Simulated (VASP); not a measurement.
# ZrB2 (P6/mmm) in VASP: single point with LDA

Aim: the single point of ZrB2 with LDA.

Everything below comes from runs of VASP 6.6.1. Logs are shortened: lines on timing, memory, paths and dates and some standing lists are left out, and cuts for length are marked.

## Step 1: The structure

It takes space group P6/mmm (No. 191, hexagonal). The conventional cell has a = 3.170 Å, b = 3.170 Å, c = 3.533 Å, α = 90.00°, β = 90.00°, γ = 120.00°. Zr (site symmetry 6/mmm) has 12 B at 2.54 Å as nearest neighbours. B (site symmetry -6m2) is surrounded by 3 B at 1.83 Å.

## Step 2: Single point, LDA

Input file INCAR:

```
PREC     = Accurate       # precision mode
ENCUT    = 520            # plane-wave cutoff, eV
EDIFF    = 1E-6           # SCF threshold, eV
ISMEAR   = -1             # smearing method
SIGMA    = 0.1            # smearing width, eV
LREAL    = F              # projectors in reciprocal space
LASPH    = T              # aspherical terms in the spheres
NELM     = 100            # most SCF steps
ALGO     = Fast           # electronic algorithm
ISIF     = 2              # what is computed and relaxed
LWAVE    = F              # write WAVECAR
LCHARG   = F              # write CHGCAR
NBANDS   = 16             # bands
```

Input file KPOINTS:

```
Automatic mesh
0
Gamma
  12 12 9
```

Input file POSCAR:

```
ZrB2
1.0
    3.1700000000      0.0000000000      0.0000000000
   -1.5850000000      2.7453005300      0.0000000000
    0.0000000000      0.0000000000      3.5330000000
Zr B
1 2
Direct
    0.0000000000      0.0000000000      0.0000000000
    0.3333333327      0.6666666655      0.5000000000
    0.6666666673      0.3333333345      0.5000000000
```

Potentials or basis: VASP PAW LDA potentials, release 64 (Zr_sv, B).

Command:

```bash
> cat potpaw_LDA.64/Zr_sv/POTCAR potpaw_LDA.64/B/POTCAR > POTCAR
> mpirun -np 1 vasp_std > vasp.out
```

OUTCAR:

```text
PREC = Accurate
   ENCUT = 520
   EDIFF = 1E-6
   ISMEAR = -1
   LREAL = F
   LASPH = T
   NELM = 100
   ISIF = 2

 ion  position               nearest neighbor table
   1  0.000  0.000  0.000-   2 2.54   2 2.54   3 2.54   3 2.54   2 2.54   3 2.54   2 2.54   3 2.54
                             3 2.54   3 2.54   2 2.54   2 2.54
   2  0.333  0.667  0.500-   3 1.83   3 1.83   3 1.83   1 2.54   1 2.54   1 2.54   1 2.54   1 2.54
                             1 2.54
   3  0.667  0.333  0.500-   2 1.83   2 1.83   2 1.83   1 2.54   1 2.54   1 2.54   1 2.54   1 2.54
                             1 2.54

  LATTYP: Found a hexagonal cell.
 ALAT       =     3.1700000000
 C/A-ratio  =     1.1145110410

  Lattice vectors:

 A1 = (   3.1700000000,   0.0000000000,   0.0000000000)
 A2 = (  -1.5850000000,   2.7453005300,   0.0000000000)
 A3 = (   0.0000000000,   0.0000000000,   3.5330000000)

Analysis of symmetry for initial positions (statically):
=====================================================================
 Subroutine PRICEL returns:
 Original cell was already a primitive cell.

 Routine SETGRP: Setting up the symmetry group for a
 hexagonal supercell.

 Subroutine GETGRP returns: Found 24 space group operations
 (whereof 24 operations were pure point group operations)
 out of a pool of 24 trial point group operations.

The static configuration has the point symmetry D_6h.

Analysis of symmetry for dynamics (positions and initial velocities):
=====================================================================
 Subroutine PRICEL returns:
 Original cell was already a primitive cell.

 Routine SETGRP: Setting up the symmetry group for a
 hexagonal supercell.

 Subroutine GETGRP returns: Found 24 space group operations
 (whereof 24 operations were pure point group operations)
 out of a pool of 24 trial point group operations.

The dynamic configuration has the point symmetry D_6h.

 Subroutine INISYM returns: Found 24 space group operations
 (whereof 24 operations are pure point group operations),
 and found     1 'primitive' translations

----------------------------------------------------------------------------------------

                                     Primitive cell

  volume of cell :      30.7463

  direct lattice vectors                    reciprocal lattice vectors
     3.170000000  0.000000000  0.000000000     0.315457413  0.182129422  0.000000000
    -1.585000000  2.745300530  0.000000000     0.000000000  0.364258845  0.000000000
     0.000000000  0.000000000  3.533000000     0.000000000  0.000000000  0.283045570

  length of vectors
     3.170000000  3.170000000  3.533000000     0.364258845  0.364258845  0.283045570

  position of ions in fractional coordinates (direct lattice)
     0.000000000  0.000000000  0.000000000
     0.333333333  0.666666666  0.500000000
     0.666666667  0.333333334  0.500000000

  ion indices of the primitive-cell ions
   primitive index   ion index
                 1           1
                 2           2
                 3           3

----------------------------------------------------------------------------------------

 KPOINTS: Automatic mesh

Automatic generation of k-mesh.
 Grid dimensions read from file:
 generate k-points for:   12   12    9

 Generating k-lattice:

  Cartesian coordinates                     Fractional coordinates (reciprocal lattice)
     0.026288118  0.015177452  0.000000000     0.083333333  0.000000000  0.000000000
     0.000000000  0.030354904  0.000000000     0.000000000  0.083333333  0.000000000
     0.000000000  0.000000000  0.031449508     0.000000000  0.000000000  0.111111111

  Length of vectors
     0.030354904  0.030354904  0.031449508

  Shift w.r.t. Gamma in fractional coordinates (k-lattice)
     0.000000000  0.000000000  0.000000000

 Subroutine IBZKPT returns following result:
 ===========================================

 Found     95 irreducible k-points:

 Following reciprocal coordinates:
            Coordinates               Weight
  0.000000  0.000000  0.000000      1.000000
  0.083333  0.000000  0.000000      6.000000
  0.166667  0.000000  0.000000      6.000000
  0.250000 -0.000000  0.000000      6.000000
  0.333333 -0.000000  0.000000      6.000000
  0.416667  0.000000  0.000000      6.000000
[... 16 lines left out ...]
  0.250000 -0.000000  0.111111     12.000000
  0.333333 -0.000000  0.111111     12.000000
 [... further k-points ...]
   k-points           NKPTS =     95   k-points in BZ     NKDIM =     95   number of bands    NBANDS=     16
   number of dos      NEDOS =    301   number of ions     NIONS =      3
   total plane-waves  NPLWV =  16128
   dimension x,y,z NGX =    24 NGY =   24 NGZ =   28
   dimension x,y,z NGXF=    48 NGYF=   48 NGZF=   56
   ions per type =               1   2
   NGX,Y,Z   is equivalent  to a cutoff of  12.59, 12.59, 13.18 a.u.
   NGXF,Y,Z  is equivalent  to a cutoff of  25.17, 25.17, 26.35 a.u.
 SYSTEM =  unknown system
   PREC   = accura    normal or accurate (medium, high low for compatibility)
   ISTART =      0    job   : 0-new  1-cont  2-samecut
   ICHARG =      2    charge: 1-file 2-atom 10-const
   ISPIN  =      1    spin polarized calculation?
   LNONCOLLINEAR =      F non collinear calculations
   LSORBIT =      F    spin-orbit coupling
   LASPH  =      T    aspherical Exc in radial PAW
   ENCUT  =  520.0 eV  38.22 Ry    6.18 a.u.   5.89  5.89  6.57*2*pi/ulx,y,z
   NELM   =    100;   NELMIN=  2; NELMDL= -5     # of ELM steps
   EDIFF  = 0.1E-05   stopping-criterion for ELM
   LREAL  =      F    real-space projection
   EDIFFG = 0.1E-04   stopping-criterion for IOM
   NSW    =      0    number of steps for IOM
   IBRION =     -1    ionic relax: 0-MD 1-quasi-New 2-CG
   NFREE  =      0    steps in history (QN), initial steepest desc. (CG)
   ISIF   =      2    stress and relaxation
   ISYM   =      2    0-nonsym 1-usesym 2-fastsym
   POTIM  = 0.5000    time-step for ionic-motion
   TEBEG  =    0.0;   TEEND  =   0.0 temperature during run
   PSTRESS=    0.0 pullay stress
   NELECT =      18.0000    total number of electrons
   NUPDOWN=      -1.0000    fix difference up-down
   EMIN   =  10.00;   EMAX   =-10.00  energy-range for DOS
   EFERMI =   0.00;   METHOD = LEGACY
   ISMEAR =    -1;   SIGMA  =   0.10  broadening in eV -4-tet -1-fermi 0-gaus
   EFERMI_NEDOS =   21; number of points for ismear=-14 and -15
   IALGO  =     68    algorithm
   IMIX   =      4    mixing-type and parameters
     AMIX     =   0.40;   BMIX     =  1.00
     AMIX_MAG =   1.60;   BMIX_MAG =  1.00
  volume/ion in A,a.u.               =      10.25        69.16
  Fermi-wavevector in a.u.,A,eV,Ry     =   1.369519  2.588016 25.518847  1.875582
  Thomas-Fermi vector in A             =   2.495387
   LORBIT       =      0    0 simple, 1 ext, 2 COOP (PROOUT), +10 PAW based schemes
   GGA     = CA    functional components
   LHFCALC =     F    Hartree Fock is set to
   AEXX    =    0.0000 exact exchange contribution
   IVDW    =     0    specifies the selected vdW correction
   LEPSILON=     F    determine dielectric tensor
   LRPA    =     F    only Hartree local field effects (RPA)
 non-spin polarized calculation
 RMM-DIIS sequential band-by-band and
  energy-cutoff  :      520.00
  volume of cell :       30.75
 maximum number of plane-waves:       842
 NGX is ok and might be reduce to    24
   NGX = 11   NGY = 11   NGZ = 13

 number of electron      18.0000000 magnetization

 Free energy of the ion-electron system (eV)
  ---------------------------------------------------
  ext. energy  EPLUGINS =         0.00000000
  ---------------------------------------------------
  free energy    TOTEN  =       -27.46162403 eV

  energy without entropy =      -27.45365595  energy(sigma->0) =      -27.45763999

 E-fermi :  10.4809     XC(G=0): -12.5867

 val. band max:       10.3791486525   @ k =   0.0833   0.0833   0.3333
 cond. band min:      10.5311584603   @ k =   0.1667   0.1667   0.1111
 fundamental gap:      0.1520098078
 Fermi energy:        10.4808506375

 k-point     1 :       0.0000    0.0000    0.0000
  band No.  band energies     occupation
      1     -37.8868      2.00000
      2     -16.2307      2.00000
      3     -15.6650      2.00000
      4     -15.6650      2.00000
      5      -2.1006      2.00000
      6       7.8364      2.00000
[... 8 lines left out ...]
     15      15.6146      0.00000
     16      15.6146      0.00000

 k-point     2 :       0.0833    0.0000    0.0000
  band No.  band energies     occupation
      1     -37.8789      2.00000
      2     -16.2190      2.00000
      3     -15.7336      2.00000
      4     -15.6799      2.00000
      5      -1.9619      2.00000
      6       7.4427      2.00000
[... 8 lines left out ...]
     15      16.1839      0.00000
     16      16.5034      0.00000

 k-point     3 :       0.1667    0.0000    0.0000
  band No.  band energies     occupation
      1     -37.8572      2.00000
      2     -16.1870      2.00000
      3     -15.9171      2.00000
      4     -15.7203      2.00000
      5      -1.5623      2.00000
      6       6.5052      2.00000
[... 8 lines left out ...]
     15      17.1933      0.00000
     16      17.4532      0.00000

 k-point     4 :       0.2500   -0.0000    0.0000
  band No.  band energies     occupation
      1     -37.8275      2.00000
      2     -16.1589      2.00000
      3     -16.1430      2.00000
      4     -15.7749      2.00000
      5      -0.9416      2.00000
      6       5.3625      2.00000
[... 8 lines left out ...]
     15      17.5611      0.00000
     16      19.2770      0.00000

 k-point     5 :       0.3333   -0.0000    0.0000
  band No.  band energies     occupation
      1     -37.7975      2.00000
      2     -16.3916      2.00000
      3     -16.0985      2.00000
      4     -15.8288      2.00000
      5      -0.1455      2.00000
      6       4.1779      2.00000
[... 8 lines left out ...]
     15      18.6897      0.00000
     16      21.2340      0.00000

 k-point     6 :       0.4167    0.0000    0.0000
  band No.  band energies     occupation
      1     -37.7754      2.00000
      2     -16.5567      2.00000
      3     -16.0657      2.00000
      4     -15.8679      2.00000
      5       0.7795      2.00000
      6       3.0196      2.00000
[... 8 lines left out ...]
     15      19.2170      0.00000
     16      19.8632      0.00000
[... 267 lines left out ...]
 k-point    21 :       0.0833    0.0000    0.1111
  band No.  band energies     occupation
      1     -37.8766      2.00000
      2     -16.2633      2.00000
      3     -15.7301      2.00000
      4     -15.6767      2.00000
      5      -1.7847      2.00000
      6       6.8824      2.00000
[... 8 lines left out ...]
     15      16.8796      0.00000
     16      17.0625      0.00000

 k-point    22 :       0.1667    0.0000    0.1111
  band No.  band energies     occupation
      1     -37.8550      2.00000
      2     -16.2300      2.00000
      3     -15.9124      2.00000
      4     -15.7169      2.00000
      5      -1.4034      2.00000
      6       6.4806      2.00000
[... 8 lines left out ...]
     15      17.4219      0.00000
     16      18.1387      0.00000

 k-point    23 :       0.2500   -0.0000    0.1111
  band No.  band energies     occupation
      1     -37.8253      2.00000
      2     -16.1872      2.00000
      3     -16.1496      2.00000
      4     -15.7711      2.00000
      5      -0.8127      2.00000
      6       5.3001      2.00000
[... 8 lines left out ...]
     15      17.7518      0.00000
     16      19.3914      0.00000

 k-point    24 :       0.3333   -0.0000    0.1111
  band No.  band energies     occupation
      1     -37.7953      2.00000
      2     -16.3854      2.00000
      3     -16.1364      2.00000
      4     -15.8247      2.00000
      5      -0.0554      2.00000
      6       4.0898      2.00000
[... 8 lines left out ...]
     15      18.1067      0.00000
     16      21.3514      0.00000

 [... further k-points ...]

------------------------ aborting loop because EDIFF is reached ----------------------------------------

  FORCE on cell =-STRESS in cart. coord.  units (eV):
  Direction    XX          YY          ZZ          XY          YZ          ZX
  --------------------------------------------------------------------------------------
  -------------------------------------------------------------------------------------
  Total       -1.6471168     -1.6471168     -1.5179283      0.0000000      0.0000000      0.0000000
  in kB      -85.8306097    -85.8306097    -79.0986431      0.0000000      0.0000000      0.0000000
  external PRESSURE =     -83.5866208 kB  Pullay stress =       0.0000000 kB

 VOLUME and BASIS-vectors are now :
 -----------------------------------------------------------------------------
  energy-cutoff  :      520.00
  volume of cell :       30.75
      direct lattice vectors                 reciprocal lattice vectors
     3.170000000  0.000000000  0.000000000     0.315457413  0.182129422  0.000000000
    -1.585000000  2.745300530  0.000000000     0.000000000  0.364258845  0.000000000
     0.000000000  0.000000000  3.533000000     0.000000000  0.000000000  0.283045570

 POSITION                                       TOTAL-FORCE (eV/Angst)
 -----------------------------------------------------------------------------------
      0.00000      0.00000      0.00000         0.000000      0.000000      0.000000
     -0.00000      1.83020      1.76650        -0.000000     -0.000000      0.000000
      1.58500      0.91510      1.76650         0.000000      0.000000      0.000000
 -----------------------------------------------------------------------------------
    total drift:                               -0.000000      0.000000      0.000000

  FREE ENERGIE OF THE ION-ELECTRON SYSTEM (eV)
  ---------------------------------------------------
  free  energy   TOTEN  =       -27.4616240291 eV

  energy  without entropy=      -27.4536559535  energy(sigma->0) =      -27.45763999
```

Wall time 33 s (1 thread of Intel Xeon Platinum 8488C (Sapphire Rapids), shared host); peak memory 0.16 GiB.

What came out:

- Free energy: -27.4616 eV
- Pressure: -8.4 GPa
- Band gap on the k mesh: none (metal or under the smearing width)

Stress tensor (GPa, compression positive):
```
-8.58  0.00  0.00
 0.00 -8.58  0.00
 0.00  0.00 -7.91
```

Levels at points of the mesh, in eV from the Fermi level:
```tsv
k point	band 6	band 7	band 8	band 9	band 10	band 11	band 12	band 13
(0.00, 0.00, 0.00)	-2.64	-2.64	-2.61	-2.31	3.35	3.35	4.12	4.12
(0.50, 0.00, 0.00)	-8.35	-3.90	-3.05	-2.70	2.23	2.26	4.89	4.98
```
